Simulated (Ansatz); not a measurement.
## Two-dimensional strain map in V

All numbers below come from DFT PBE, scalar-relativistic, plane waves, PAW (Ansatz 0.2.0). The runs took a 420 eV cutoff, a Γ-centred 22×22×22 mesh and Gaussian smearing (0.15 eV). No spin polarisation. Energies are free energies at this smearing, counted from the undisturbed cell; pressure is positive in compression.

Zero of the scan (as given, not relaxed at this level; it stands at -4.9 GPa):

```
CELL_PARAMETERS angstrom
-1.51300 1.51300 1.51300
1.51300 -1.51300 1.51300
1.51300 1.51300 -1.51300
ATOMIC_POSITIONS crystal
V 0.00000 0.00000 0.00000
```

The cell is strained by p along both x and y and by q along z, fractional coordinates fixed. Points are written (p, q).

Energy above the undisturbed cell in meV/atom (a dash: not computed):

| p \ q | -0.030 | -0.015 | 0.000 | 0.015 | 0.030 |
| --- | --- | --- | --- | --- | --- |
| -0.030 | 25.1 | 12.5 | 5.4 | 3.6 | 6.5 |
| -0.015 | 2.8 | – | -5.3 | – | 6.3 |
| 0.000 | -2.9 | – | 0.0 | – | 21.5 |
| 0.030 | 28.7 | – | 52.1 | – | 91.5 |

Pressure in GPa:

```csv
p \ q,-0.030,-0.015,0.000,0.015,0.030
-0.030,12.8,9.4,6.3,3.5,0.8
-0.015,6.2,–,0.3,–,-4.7
0.000,0.4,–,-4.9,–,-9.4
0.030,-9.1,–,-13.4,–,-17.0
```